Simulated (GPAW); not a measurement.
# Zn K ELNES/XANES of ZnO (zincite, P6_3mc) from DFT, part 2 of 4

Aim: the dependence of the Zn K near-edge features of ZnO (zincite, P6_3mc) on volume.

GPAW 26.7.0; X-ray absorption from dipole matrix elements to empty bands, plane-wave PAW revPBE.

So far. Step 2 (The field without a hole): The mesh shows a gap of 0.84 eV, so the hole is first treated in a charged cell, without the excited electron.

## Step 4: Spectrum with FCH, Zn atom 1

The holes are 5.6 Å apart. In GPAW the data set carries the hole's charge, so charge=0 means a charged cell and charge=-1 a neutral one. The excited electron is left out and a uniform background balances the charge. After the field has converged, empty bands are computed with the density fixed and the dipole matrix elements are summed.

The absorber has 4 O at 1.97 Å (tetrahedral, site symmetry 3m).

xas.py reads:

```python
import numpy as np
from ase import Atoms
from ase.parallel import parprint, paropen
from gpaw import GPAW, PW, FermiDirac, Mixer, MixerDif, setup_paths
from gpaw.test import gen
setup_paths.insert(0, '.')
gen('Zn', name='fch1s', xcname='revPBE', corehole=(1, 0, 1), write_xml=True)
from gpaw.mpi import world
world.barrier()

atoms = Atoms('Zn6O6',
    cell=[[0, -5.62796655, 0],
     [4.873962, -2.81398327, 0],
     [-1.624654, 2.81398327, 5.205709]],
    scaled_positions=[[0.66666667, 0.33333333, 0],
     [0, 0.66666667, 0],
     [0.33333333, 0, 0],
     [0.83333333, 0.16666667, 0.5],
     [0.16666667, 0.5, 0.5],
     [0.5, 0.83333333, 0.5],
     [0.95967, 0.29300333, 0.87901],
     [0.29300333, 0.62633667, 0.87901],
     [0.62633667, 0.95967, 0.87901],
     [0.79300333, 0.45967, 0.37901],
     [0.12633667, 0.79300333, 0.37901],
     [0.45967, 0.12633667, 0.37901]],
    pbc=True)
atoms.calc = calc = GPAW(legacy_gpaw=True, mode=PW(500, force_complex_dtype=True), xc='revPBE', setups={0: 'fch1s'},
    kpts={'size': (4, 4, 4), 'gamma': True}, occupations=FermiDirac(0.02),
    charge=0, mixer=Mixer(0.1, 5, 50), maxiter=150,
    convergence={'density': 0.0001, 'eigenstates': 1e-6}, txt='scf.txt')
energy = atoms.get_potential_energy() + calc.get_reference_energy()
ef = calc.get_fermi_level()
out = dict(energy=energy, fermi=ef, forces=atoms.get_forces().tolist())
parprint(f'all-electron energy {energy:.4f} eV, Fermi level {ef:.4f} eV')
ev = np.array([[calc.get_eigenvalues(k, s) for k in range(len(calc.get_ibz_k_points()))] for s in range(calc.get_number_of_spins())])
out['homo'], out['lumo'], out['counts'] = ev[ev < ef].max(), ev[ev > ef].min(), sorted(set((ev < ef).sum((0, 2)).tolist()))
out['filled'] = (ev[:, 0] < ef).sum(1).tolist()

from ase.units import Ha
from gpaw.xas import dipole_matrix_elements
nb = int(calc.get_number_of_electrons() / 2) + 88
top, nb = nb, nb + 8 + nb // 12
nscf = calc.fixed_density(kpts={'size': (5, 5, 5), 'gamma': True}, nbands=nb,
    convergence={'bands': top, 'eigenstates': 5e-3}, maxiter=60, txt='nscf.txt')
cell = atoms.cell.array
ops = [cell.T @ U.T @ np.linalg.inv(cell.T) for U in nscf.wfs.kd.symmetry.op_scc]
filled = [54]  # bands filled in the ground state, by spin
E = np.arange(-6, 34, 0.1)
fwhm = np.interp(E, [4, 25], [1.67, 3.5])
Y, X, zero, highest = 0, 0, 1e9, 1e9
for spin in range(nscf.get_number_of_spins()):
    wfs = nscf.wfs
    mine = wfs.bd.get_slice()  # this rank's bands
    A = dipole_matrix_elements(wfs.setups[0])
    eps = np.zeros((wfs.kd.nibzkpts, nb))
    d = np.zeros((3, A.shape[1], wfs.kd.nibzkpts, nb), complex)
    for kpt in wfs.kpt_u:
        if kpt.s == spin and 0 in kpt.P_ani:
            eps[kpt.k, mine] = kpt.eps_n * Ha
            d[:, :, kpt.k, mine] = (kpt.weight * wfs.nspins / 2) ** 0.5 * np.inner(A, kpt.P_ani[0])
    world.sum(eps)
    world.sum(d)
    T = np.einsum('amkn,bmkn->abkn', d, d.conj()).real
    T = sum(np.einsum('ai,ijkn,bj->abkn', R, T, R) for R in ops) / len(ops)
    empty = np.ones_like(eps, bool) & (np.arange(nb) >= filled[spin])
    zero, highest = min(zero, eps[empty].min()), min(highest, eps[:, top - 1].min())
    lines = [(eps, T, empty)] if spin == 0 else lines + [(eps, T, empty)]
for eps, T, empty in lines:
    f = np.einsum('aakn->akn', T).reshape(3, -1)
    x = eps.ravel() - zero
    w = np.interp(x, E, fwhm) / 2.35482
    g = np.exp(-0.5 * ((E[:, None] - x) / w) ** 2) / (w * (2 * np.pi) ** 0.5)
    Y = Y + (f * empty.ravel()) @ g.T
    X = X + (f * ~empty.ravel()) @ g.T
out.update(E=E.round(2).tolist(), xas=Y.tolist(), xes=X.tolist(), zero=zero, valid=highest - zero, nk=len(eps), nb=nb)
for i in range(0, len(E), 10):
    parprint(f'{E[i]:7.2f}', *(f'{v:10.3e}' for v in Y[:, i]))
import json
with paropen('out.json', 'w') as f:
    json.dump(out, f)
```

Command:

```
$ OMP_NUM_THREADS=1 mpirun -n 4 gpaw python xas.py
```

Numbers of over 12 decimals in the logs are rounded to 6 here.

The log of the run:

```text
Input parameters:
  convergence: {density: 0.0001,
                eigenstates: 1e-06}
  kpts: {gamma: True,
         size: (4, 4, 4)}
  maxiter: 150
  mixer: {backend: pulay,
          beta: 0.1,
          method: separate,
          nmaxold: 5,
          weight: 50}
  mode: {ecut: 500.0,
         force_complex_dtype: True,
         name: pw}
  occupations: {fixmagmom: False,
                name: fermi-dirac,
                width: 0.02}
  setups: {0: fch1s}
  xc: revPBE

Initialize ...

[... PAW data sets ...]

Reference energy: -295748.210033  # eV

Spin-paired calculation

[... convergence settings ...]
Symmetries present (total): 1
  [... symmetry matrices ...]

64 k-points: 4 x 4 x 4 Monkhorst-Pack grid + [1/8,1/8,1/8]
36 k-points in the irreducible part of the Brillouin zone
       k-points in crystal coordinates                weights
   0:     0.00000000    0.00000000    0.00000000          1/64
   1:     0.00000000    0.00000000    0.25000000          2/64
   2:     0.00000000    0.00000000    0.50000000          1/64
   3:     0.00000000    0.25000000   -0.25000000          2/64
   4:     0.00000000    0.25000000    0.00000000          2/64
   5:     0.00000000    0.25000000    0.25000000          2/64
   6:     0.00000000    0.25000000    0.50000000          2/64
   7:     0.00000000    0.50000000    0.00000000          1/64
   8:     0.00000000    0.50000000    0.25000000          2/64
   9:     0.00000000    0.50000000    0.50000000          1/64
          ...
  35:     0.50000000    0.50000000    0.50000000          1/64

Wave functions: Plane wave expansion
  Cutoff energy: 500.000 eV
  Number of coefficients (min, max): 3619, 3649
  Pulay-stress correction: 0.000000 eV/Ang^3 (de/decut=0.000000)
  Using FFTW library
  Wavefunction extrapolation:
    Improved wavefunction reuse through dual PAW basis

Occupation numbers: Fermi-Dirac:
  width: 0.0200  # eV

Eigensolver
   Davidson(niter=2)

Densities:
  Coarse grid: 30*30*32 grid
  Fine grid: 60*60*64 grid
  Total Charge: 1.000000

Density mixing:
  Method: separate
  Backend: pulay
  Linear mixing parameter: 0.1
  old densities: 5
  Width of damping distribution: 1.1
  Damping of long wavelength oscillations: 50

[... Hamiltonian set-up ...]
Number of atoms: 12
Number of atomic orbitals: 78
Number of bands in calculation: 69
Number of valence electrons: 108
Bands to converge: occupied

... initialized

Initializing position-dependent things.

Density initialized from atomic densities
Creating initial wave functions:
  69 bands from LCAO basis set

              O

        O     ZnO

        Zn      Zn

         ZnO     Zn

           Zn

Atomic positions and initial magnetic moments

Positions:
   0 Zn     1.624654   -4.689972    0.000000    ( 0.0000,  0.0000,  0.0000)
   1 Zn     3.249308   -1.875989    0.000000    ( 0.0000,  0.0000,  0.0000)
   2 Zn     0.000000   -1.875989    0.000000    ( 0.0000,  0.0000,  0.0000)
   3 Zn     0.000000   -3.751978    2.602854    ( 0.0000,  0.0000,  0.0000)
   4 Zn     1.624654   -0.937994    2.602854    ( 0.0000,  0.0000,  0.0000)
   5 Zn     3.249308   -3.751978    2.602854    ( 0.0000,  0.0000,  0.0000)
   6 O     -0.000000   -3.751978    4.575870    ( 0.0000,  0.0000,  0.0000)
   7 O      1.624654   -0.937994    4.575870    ( 0.0000,  0.0000,  0.0000)
   8 O      3.249308   -3.751978    4.575870    ( 0.0000,  0.0000,  0.0000)
   9 O      1.624654   -4.689972    1.973016    ( 0.0000,  0.0000,  0.0000)
  10 O      3.249308   -1.875989    1.973016    ( 0.0000,  0.0000,  0.0000)
  11 O      0.000000   -1.875989    1.973016    ( 0.0000,  0.0000,  0.0000)

Unit cell:
           periodic     x           y           z      points  spacing
  1. axis:    yes    0.000000   -5.627967    0.000000    30     0.1551
  2. axis:    yes    4.873962   -2.813983    0.000000    30     0.1551
  3. axis:    yes   -1.624654    2.813983    5.205709    32     0.1627

  Lengths:   5.627967   5.627967   6.136563
  Angles:  117.294235 117.294235  60.000000

Effective grid spacing dv^(1/3) = 0.1705

iter:   1   -70.115622
iter:   2   -66.115998   -0.65  -1.01
iter:   3   -62.467081   -0.72  -1.12
iter:   4   -62.383117   -2.04  -1.47
iter:   5   -62.465206   -2.64  -1.77
iter:   6   -62.415180   -2.88  -2.30
iter:   7   -62.412390c  -3.48  -2.32
iter:   8   -62.412499c  -4.45  -2.86
iter:   9   -62.413012c  -4.61  -2.94
iter:  10   -62.413232c  -4.60  -3.23
iter:  11   -62.413147c  -5.56  -3.41
iter:  12   -62.413142c  -6.44c -3.78
iter:  13   -62.413143c  -5.98  -3.83
iter:  14   -62.413129c  -6.06c -3.99
iter:  15   -62.413131c  -6.94c -4.15c

Converged after 15 iterations.

Dipole moment: (2.717972, -5.269391, 4.137732) |e|*Ang

Energy contributions relative to reference atoms: (reference = -295748.210033)

Kinetic:        +89.270917
Potential:      -88.481973
External:        +0.000000
XC:             -63.468446
Entropy (-ST):   -0.000000
Local:           +0.266371
SIC:             +0.000000
--------------------------
Free energy:    -62.413131
Extrapolated:   -62.413131

Showing only first 2 kpts
 Kpt  Band  Eigenvalues  Occupancy
  0    52      4.19691    2.00000
  0    53      4.19773    2.00000
  0    54      4.79800    0.00000
  0    55      9.07745    0.00000

  1    52      4.12907    2.00000
  1    53      4.13426    2.00000
  1    54      5.92448    0.00000
[...]
Fermi level: 4.50520

Gap: 0.600 eV
Transition (v -> c):
  (s=0, k=0, n=53, [0.00, 0.00, 0.00]) -> (s=0, k=0, n=54, [0.00, 0.00, 0.00])
No difference between direct/indirect transitions

Forces in eV/Ang:
  0 Zn    0.00001    0.00072    0.06360
  1 Zn   -0.00009    0.00091    0.46473
  2 Zn    0.00000    0.00082    0.36601
  3 Zn   -0.36853    0.16162   -0.44336
  4 Zn    0.04308   -0.39806   -0.44346
  5 Zn    0.32207    0.23831   -0.44340
  6 O     0.04436    1.37001    0.52618
  7 O    -1.21011   -0.64870    0.52615
  8 O     1.16516   -0.72630    0.52606
  9 O     0.00196   -0.00084   -1.36627
 10 O     0.00200   -0.00074    0.09379
 11 O     0.00187   -0.00068    0.12340
Scalar-relativistic atomic revPBE calculation for Zn (Zinc, Z=30)
Core hole in 1s state (1s occupation: 1.0)
600 radial gridpoints.
|------------------------------------------------|
|------------------------------------------------|
[... the atom generator's iteration count ...]

Energy contributions:
-------------------------
Kinetic:    +1458.103558
XC:           -62.763030
Potential:  -2834.664107
-------------------------
Total:      -1439.323579

state      eigenvalue         ekin         rmax
-----------------------------------------------
1s^1.0 :  -363.117753   458.913475        0.033
2s^2.0 :   -45.685748    90.150149        0.185
2p^6.0 :   -40.583494    89.040907        0.147
3s^2.0 :    -5.604331    20.199912        0.571
3p^6.0 :    -3.925430    18.228125        0.568
3d^10.0:    -1.019898    13.067107        0.532
4s^2.0 :    -0.587965     2.102352        1.877
4p^0.0 :    -0.332240     1.265850        2.320
-----------------------------------------------
(units: Bohr and Hartree)

Generating PAW setup
Kinetic energy of the core from tauc = 1335.989961
Cutoffs:
rc(s)=2.430
rc(p)=2.400
rc(d)=2.230
rc(vbar)=2.260
rc(comp)=2.200
rc(nct)=2.430

Kinetic energy of the core states: 1323.227790
Charge: 1.0
Core electrons: 17.0
Valence electrons: 12.0
Pseudo-core charge: 0.061835
Shape function alpha=2.066
Pseudo-electron charge 3.409534
state    eigenvalue         norm
--------------------------------
4s(2) :    -0.587965     1.198889
*s    :     0.412035
4p(0) :    -0.332240     1.020747
*p    :     0.667760
3d(10):    -1.019898     0.094992
*d    :    -0.019898
--------------------------------

Diagonalizing with gridspacing h=0.050

state   all-electron     PAW
-------------------------------
4s:      -0.587965    -0.588244
4p:      -0.332240    -0.332438
3d:      -1.019898    -1.020353
*f:                   -0.021004
-------------------------------
all-electron energy -295810.6232 eV, Fermi level 4.5052 eV
[...]
31.00  1.312e-07  1.312e-07  1.198e-07
  32.00  1.235e-07  1.235e-07  1.056e-07
  33.00  1.116e-07  1.116e-07  9.862e-08
```

Wall time 3.3 min (4 MPI ranks of Arm Neoverse V2, shared host); peak memory 0.59 GiB.

The Zn K spectrum, Zn atom 1, full core hole (charged cell) (energy from the lowest empty level; intensity scaled to a mean of 1 over the first 20 eV; polarised curves are means over the symmetry-equivalent atoms):

| E (eV) | isotropic | ε ⊥ c | ε ∥ c |
| --- | --- | --- | --- |
| -2.0 | 0.00 | 0.00 | 0.00 |
| -1.5 | 0.00 | 0.00 | 0.00 |
| -1.0 | 0.00 | 0.00 | 0.00 |
| -0.5 | 0.00 | 0.00 | 0.00 |
| 0.0 | 0.00 | 0.00 | 0.00 |
| 0.5 | 0.00 | 0.00 | 0.00 |
| 1.0 | 0.01 | 0.01 | 0.01 |
| 1.5 | 0.02 | 0.02 | 0.02 |
| 2.0 | 0.03 | 0.03 | 0.03 |
| 2.5 | 0.06 | 0.06 | 0.06 |
| 3.0 | 0.12 | 0.13 | 0.11 |
| 3.5 | 0.25 | 0.26 | 0.23 |
| 4.0 | 0.43 | 0.45 | 0.39 |
| 4.5 | 0.63 | 0.65 | 0.58 |
| 5.0 | 0.82 | 0.84 | 0.77 |
| 5.5 | 0.97 | 0.99 | 0.94 |
| 6.0 | 1.10 | 1.10 | 1.09 |
| 6.5 | 1.21 | 1.18 | 1.27 |
| 7.0 | 1.31 | 1.21 | 1.51 |
| 7.5 | 1.38 | 1.20 | 1.74 |
| 8.0 | 1.42 | 1.20 | 1.88 |
| 8.5 | 1.45 | 1.21 | 1.92 |
| 9.0 | 1.51 | 1.30 | 1.93 |
| 9.5 | 1.66 | 1.54 | 1.91 |
| 10.0 | 1.87 | 1.91 | 1.78 |
| 10.5 | 2.08 | 2.36 | 1.54 |
| 11.0 | 2.25 | 2.73 | 1.27 |
| 11.5 | 2.26 | 2.85 | 1.09 |
| 12.0 | 2.10 | 2.64 | 1.03 |
| 12.5 | 1.80 | 2.16 | 1.08 |
| 13.0 | 1.48 | 1.61 | 1.23 |
| 13.5 | 1.26 | 1.18 | 1.43 |
| 14.0 | 1.13 | 0.89 | 1.61 |
| 14.5 | 1.05 | 0.73 | 1.67 |
| 15.0 | 0.95 | 0.64 | 1.57 |
| 15.5 | 0.84 | 0.59 | 1.34 |
| 16.0 | 0.73 | 0.57 | 1.07 |
| 16.5 | 0.65 | 0.55 | 0.85 |
| 17.0 | 0.62 | 0.56 | 0.73 |
| 17.5 | 0.62 | 0.58 | 0.70 |
| 18.0 | 0.67 | 0.63 | 0.74 |
| 18.5 | 0.74 | 0.70 | 0.82 |
| 19.0 | 0.84 | 0.80 | 0.94 |
| 19.5 | 0.96 | 0.90 | 1.07 |
| 20.0 | 1.06 | 1.00 | 1.18 |
| 20.5 | 1.14 | 1.08 | 1.24 |
| 21.0 | 1.18 | 1.14 | 1.26 |
| 21.5 | 1.19 | 1.18 | 1.22 |
| 22.0 | 1.17 | 1.19 | 1.14 |
| 22.5 | 1.13 | 1.17 | 1.04 |
| 23.0 | 1.08 | 1.15 | 0.94 |
| 23.5 | 1.03 | 1.12 | 0.85 |
| 24.0 | 0.99 | 1.10 | 0.78 |
| 24.5 | 0.95 | 1.06 | 0.73 |
| 25.0 | 0.92 | 1.02 | 0.71 |
| 25.5 | 0.89 | 0.97 | 0.71 |
| 26.0 | 0.86 | 0.92 | 0.74 |
| 26.5 | 0.83 | 0.86 | 0.77 |
| 27.0 | 0.81 | 0.81 | 0.82 |
| 27.5 | 0.80 | 0.77 | 0.86 |
| 28.0 | 0.80 | 0.75 | 0.89 |
| 28.5 | 0.80 | 0.75 | 0.91 |
| 29.0 | 0.81 | 0.76 | 0.90 |
| 29.5 | 0.81 | 0.78 | 0.88 |
| 30.0 | 0.81 | 0.80 | 0.84 |
| 30.5 | 0.80 | 0.81 | 0.79 |
| 31.0 | 0.78 | 0.81 | 0.74 |
| 31.5 | 0.76 | 0.79 | 0.69 |
| 32.0 | 0.72 | 0.76 | 0.65 |

Main maxima below 30 eV (height): 11.4 eV (2.28) and 21.4 eV (1.19). A K edge sees empty p states on the absorber.

The hole costs E(hole) − E(ground) = 9685.74 eV, and the lowest empty level of the hole cell on the spectrum's mesh lies at 4.80 eV, which puts the zero at 9690.54 eV. One term is added: -30.96 eV, since the hole is spin-paired here and a spin-polarised one costs that much less in the free atom (computed apart). The photon energy is then 9659.58 eV. The tabulated edge of the element is 9659 eV. The functional and the charged cell's background leave an error of a few eV in such absolute values.

## Step 5: Supercell without a hole, the energy reference

The cell changes for the next run, so it gets a reference energy of its own.

The cell differs from the one that the last finished run ended in (a 5.628 → 5.513 Å, b 5.628 → 5.513 Å, c 6.137 → 6.011 Å).

scf.py reads:

```python
import numpy as np
from ase import Atoms
from ase.parallel import parprint, paropen
from gpaw import GPAW, PW, FermiDirac, Mixer, MixerDif, setup_paths
from gpaw.test import gen
setup_paths.insert(0, '.')
gen('Zn', name='nch1s', xcname='revPBE', corehole=(1, 0, 0), write_xml=True)
from gpaw.mpi import world
world.barrier()

atoms = Atoms('Zn6O6',
    cell=[[0, -5.51307785, 0],
     [4.77446547, -2.75653892, 0],
     [-1.59148849, 2.75653892, 5.09944022]],
    scaled_positions=[[0.66666667, 0.33333333, 0],
     [0, 0.66666667, 0],
     [0.33333333, 0, 0],
     [0.83333333, 0.16666667, 0.5],
     [0.16666667, 0.5, 0.5],
     [0.5, 0.83333333, 0.5],
     [0.95967, 0.29300333, 0.87901],
     [0.29300333, 0.62633667, 0.87901],
     [0.62633667, 0.95967, 0.87901],
     [0.79300333, 0.45967, 0.37901],
     [0.12633667, 0.79300333, 0.37901],
     [0.45967, 0.12633667, 0.37901]],
    pbc=True)
atoms.calc = calc = GPAW(legacy_gpaw=True, mode=PW(500, force_complex_dtype=True), xc='revPBE', setups={0: 'nch1s'},
    kpts={'size': (4, 4, 4), 'gamma': True}, occupations=FermiDirac(0.02),
    charge=0, mixer=Mixer(0.1, 5, 50), maxiter=150,
    convergence={'density': 0.0001, 'eigenstates': 1e-6}, txt='scf.txt')
energy = atoms.get_potential_energy() + calc.get_reference_energy()
ef = calc.get_fermi_level()
out = dict(energy=energy, fermi=ef, forces=atoms.get_forces().tolist())
parprint(f'all-electron energy {energy:.4f} eV, Fermi level {ef:.4f} eV')
ev = np.array([[calc.get_eigenvalues(k, s) for k in range(len(calc.get_ibz_k_points()))] for s in range(calc.get_number_of_spins())])
out['homo'], out['lumo'], out['counts'] = ev[ev < ef].max(), ev[ev > ef].min(), sorted(set((ev < ef).sum((0, 2)).tolist()))
out['filled'] = (ev[:, 0] < ef).sum(1).tolist()
import json
with paropen('out.json', 'w') as f:
    json.dump(out, f)
```

Command:

```
$ OMP_NUM_THREADS=1 mpirun -n 4 gpaw python scf.py
```

The log of the run:

```text
Input parameters:
  convergence: {density: 0.0001,
                eigenstates: 1e-06}
  kpts: {gamma: True,
         size: (4, 4, 4)}
  maxiter: 150
  mixer: {backend: pulay,
          beta: 0.1,
          method: separate,
          nmaxold: 5,
          weight: 50}
  mode: {ecut: 500.0,
         force_complex_dtype: True,
         name: pw}
  occupations: {fixmagmom: False,
                name: fermi-dirac,
[...]
*s    :     0.783325
4p(0) :    -0.040034     1.006928
*p    :     0.959966
3d(10):    -0.370382     0.153288
*d    :     0.629618
--------------------------------

Diagonalizing with gridspacing h=0.050

state   all-electron     PAW
-------------------------------
4s:      -0.216675    -0.216841
4p:      -0.040034    -0.040055
3d:      -0.370382    -0.371054
*f:                    0.069890
-------------------------------
all-electron energy -305495.6093 eV, Fermi level 5.2429 eV
[key lines of the parts left out:]
Converged after 18 iterations.
Dipole moment: (2.737031, -4.740678, 4.225926) |e|*Ang
Free energy:    -47.892015
Fermi level: 5.24287
```

The job ended after 64 s (4 MPI ranks; peak memory 0.3 GiB).

Reference energy: -305495.609 eV with the cores included.

## Step 6: Spectrum with FCH, Zn atom 1

Shorter bonds are expected to push antibonding states and scattering resonances up, and longer ones down; the cell is scaled to test that.

Changed against the first core-hole run: volume scale from 1 to 0.94.

Changes to xas.py since step 4:

```diff
@@ -11,5 +11,5 @@
 atoms = Atoms('Zn6O6',
-    cell=[[0, -5.62796655, 0],
-     [4.873962, -2.81398327, 0],
-     [-1.624654, 2.81398327, 5.205709]],
+    cell=[[0, -5.51307785, 0],
+     [4.77446547, -2.75653892, 0],
+     [-1.59148849, 2.75653892, 5.09944022]],
     scaled_positions=[[0.66666667, 0.33333333, 0],
@@ -41,3 +41,3 @@
 from gpaw.xas import dipole_matrix_elements
-nb = int(calc.get_number_of_electrons() / 2) + 88
+nb = int(calc.get_number_of_electrons() / 2) + 83
 top, nb = nb, nb + 8 + nb // 12
```

Command:

```
$ OMP_NUM_THREADS=1 mpirun -n 4 gpaw python xas.py
```

The log of the run:

```text
Input parameters:
  convergence: {density: 0.0001,
                eigenstates: 1e-06}
  kpts: {gamma: True,
         size: (4, 4, 4)}
  maxiter: 150
  mixer: {backend: pulay,
          beta: 0.1,
          method: separate,
          nmaxold: 5,
          weight: 50}
  mode: {ecut: 500.0,
         force_complex_dtype: True,
         name: pw}
  occupations: {fixmagmom: False,
                name: fermi-dirac,
[...]
*d    :    -0.019898
--------------------------------

Diagonalizing with gridspacing h=0.050

state   all-electron     PAW
-------------------------------
4s:      -0.587965    -0.588244
4p:      -0.332240    -0.332438
3d:      -1.019898    -1.020353
*f:                   -0.021004
-------------------------------
all-electron energy -295810.5962 eV, Fermi level 5.3093 eV
[...]
32.00  1.320e-07  1.320e-07  1.209e-07
  33.00  1.241e-07  1.241e-07  1.061e-07
[key lines of the parts left out:]
Converged after 14 iterations.
Dipole moment: (2.459713, -4.828109, 4.340811) |e|*Ang
Free energy:    -62.386184
Fermi level: 5.30933
```

Elapsed: 3.1 min, on 4 MPI ranks; peak memory 0.57 GiB; 12 min of CPU time.

| E (eV) | first run | this run |
| --- | --- | --- |
| -2.0 | 0.00 | 0.00 |
| -1.0 | 0.00 | 0.00 |
| 0.0 | 0.00 | 0.00 |
| 1.0 | 0.01 | 0.01 |
| 2.0 | 0.03 | 0.03 |
| 3.0 | 0.12 | 0.12 |
| 4.0 | 0.43 | 0.43 |
| 5.0 | 0.82 | 0.83 |
| 6.0 | 1.10 | 1.07 |
| 7.0 | 1.31 | 1.17 |
| 8.0 | 1.42 | 1.28 |
| 9.0 | 1.51 | 1.40 |
| 10.0 | 1.87 | 1.74 |
| 11.0 | 2.25 | 2.18 |
| 12.0 | 2.10 | 2.22 |
| 13.0 | 1.48 | 1.66 |
| 14.0 | 1.13 | 1.24 |
| 15.0 | 0.95 | 1.10 |
| 16.0 | 0.73 | 0.89 |
| 17.0 | 0.62 | 0.68 |
| 18.0 | 0.67 | 0.63 |
| 19.0 | 0.84 | 0.75 |
| 20.0 | 1.06 | 0.95 |
| 21.0 | 1.18 | 1.13 |
| 22.0 | 1.17 | 1.20 |
| 23.0 | 1.08 | 1.16 |
| 24.0 | 0.99 | 1.08 |
| 25.0 | 0.92 | 1.01 |
| 26.0 | 0.86 | 0.95 |
| 27.0 | 0.81 | 0.89 |
| 28.0 | 0.80 | 0.84 |
| 29.0 | 0.81 | 0.83 |
| 30.0 | 0.81 | 0.84 |
| 31.0 | 0.78 | 0.84 |
| 32.0 | 0.72 | 0.80 |

The scaled spectrum changes by 8 % r.m.s. The highest intensity below 24 eV goes from 11.4 eV (2.28) to 11.6 eV (2.29).

The photon energy of the zero moves by +0.12 eV.

(Continued in part 3 of 4.)

[Banner, clock and machine lines of the logs are left out without a mark of their own.]

[Logs are printed without paths, hosts, clocks, repeated set-up lines and the standing remarks that a program may print on its own settings, such as how far it seeks lower states.]

[Hosts, paths, dates, database ids (printed as entryN), source tags and the programs' standing remarks are cut or masked in the printed files.]

[Lists of maxima count a maximum above −3 eV only where it reaches 4 % of the highest in the window and stands out from its surroundings by 2 % of it (1.5 % where it reaches 55 %); shoulders and weaker maxima are passed over, and of the rest the first, up to two pre-edge ones and the few strongest are named.]
